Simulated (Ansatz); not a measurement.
**HfC in Ansatz: convergence with smearing width**

The system is HfC.

```xyz
2
Lattice="0.0000 2.3250 2.3250 2.3250 0.0000 2.3250 2.3250 2.3250 0.0000" Properties=species:S:1:pos:R:3 pbc="T T T"
Hf    2.3250    2.3250    2.3250
C     0.0000    0.0000    0.0000
```

```yaml
Program: Ansatz 0.2.0
Task: convergence study
Functional: PBEsol
Potentials_or_basis: all-electron LAPW, scalar-relativistic
Cutoff: 302 eV (chosen from the basis error)
Basis_error_allowed: 0.001 eV/atom
k_mesh: 10 × 10 × 10
Occupations: fermi-dirac, width 0.3 eV
Spin: no spin polarisation
```

These are the settings of the first run; the series varies smearing width, with any setting tied to it.

Hardware: 1 thread of Intel(R) Xeon(R) Platinum 8488C (Sapphire Rapids) (shared host).

Problem. The values tried are 0.3 eV, 0.2 eV, 0.15 eV, 0.1 eV, 0.05 eV, 0.025 eV, 0.01 eV, loosest first. From which on does the pressure stay within 0.1 GPa of the tightest run that finished?

Solution. From 0.2 eV on.

| smearing width | energy less the tightest run, at zero smearing (meV/atom) | pressure (GPa) | SCF cycles | CPU time (s) | peak memory (GiB) |
| --- | --- | --- | --- | --- | --- |
| 0.3 eV | 2.23 | -6.30 | 10 | 8.2 | 0.37 |
| 0.2 eV | 0.21 | -6.43 | 10 | 8 | 0.37 |
| 0.15 eV | -0.04 | -6.45 | 8 | 7.1 | 0.37 |
| 0.1 eV | -0.07 | -6.46 | 8 | 7 | 0.37 |
| 0.05 eV | -0.03 | -6.48 | 8 | 7 | 0.37 |
| 0.025 eV | -0.06 | -6.49 | 8 | 6.9 | 0.37 |
| 0.01 eV | 0.00 | -6.49 | 8 | 7.2 | 0.37 |

Against the tightest run, the energy stays within 1 meV/atom from 0.2 eV on. Narrower smearing needs a denser k mesh, so at a fixed mesh the narrowest width isn't the most accurate. The tightest run that finished is the yardstick and may itself not be fully converged.

The run has no spin-orbit coupling, so splittings on Hf are missing.
